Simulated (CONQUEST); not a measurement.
# SiC (Moissanite) under changes of volume

One of the cells (10.341 Å³/atom); the others are scaled copies at fixed shape and fractional positions:

```
CELL_PARAMETERS angstrom
3.07600 0.00000 0.00000
0.00000 5.04800 0.00000
0.00000 0.00000 5.32779
ATOMIC_POSITIONS crystal
Si 0.00000 0.50000 0.33333
Si 0.50000 0.50000 0.83333
Si 0.00000 0.00000 0.66667
Si 0.50000 0.00000 0.16667
C 0.00000 0.88500 0.33333
C 0.50000 0.88500 0.83333
C 0.00000 0.38500 0.66667
C 0.50000 0.38500 0.16667
```

| Item | Value |
| --- | --- |
| Program | CONQUEST 1.3 |
| Functional | PBE |
| Potentials or basis | PseudoDojo NC PBE, DZP, grid of 32 × 48 × 60 points |
| k mesh | 9 × 5 × 5 |
| Occupations | fermi-dirac, width 0.05 eV |
| Spin | no spin polarisation |

| volume (Å³/atom) | energy over the lowest point (meV/atom) | pressure (GPa) | gap on the mesh (eV) | largest force (eV/Å) |
| --- | --- | --- | --- | --- |
| 9.721 | ? | ? | ? | ? |
| 9.927 | 33.93 | 16.5 | 2.17 | 0.880 |
| 10.134 | 16.17 | 11.1 | 2.21 | 0.841 |
| 10.341 | 5.06 | 6.3 | 2.25 | 0.809 |
| 10.548 | 0.00 | 1.8 | 2.28 | 0.776 |
| 10.755 | 0.11 | -1.9 | 2.32 | 0.746 |
| 10.961 | 5.01 | -5.6 | 2.35 | 0.722 |

What does the run at 9.721 Å³/atom give?

Energy over the lowest point 58.83 meV/atom; pressure 22.1 GPa; gap on the mesh 2.13 eV; largest force 0.919 eV/Å.

Worked out: A Birch-Murnaghan fit of order 3 (a polynomial in V^(-2/3)) to the other rows has its minimum at 10.64 Å³/atom with B0 = V·E''(V) = 200 GPa and B' = 5.0 at fixed shape and positions, which overstates the stiffness. It gives 59.07 meV/atom at 9.721 Å³/atom, against the run's 58.83, and -dE/dV = 22.7 GPa, against 22.1. A straight line through the other rows of the gap, of slope 1.82 eV per unit of ln V, extrapolates to 2.13 eV, against the run's 2.13.

Energies are extrapolated to zero smearing.

Caveats: an odd mesh through Γ misses points on the zone boundary, where band edges often lie; the basis of atomic orbitals isn't converged, which shifts pressures, moduli and gaps.
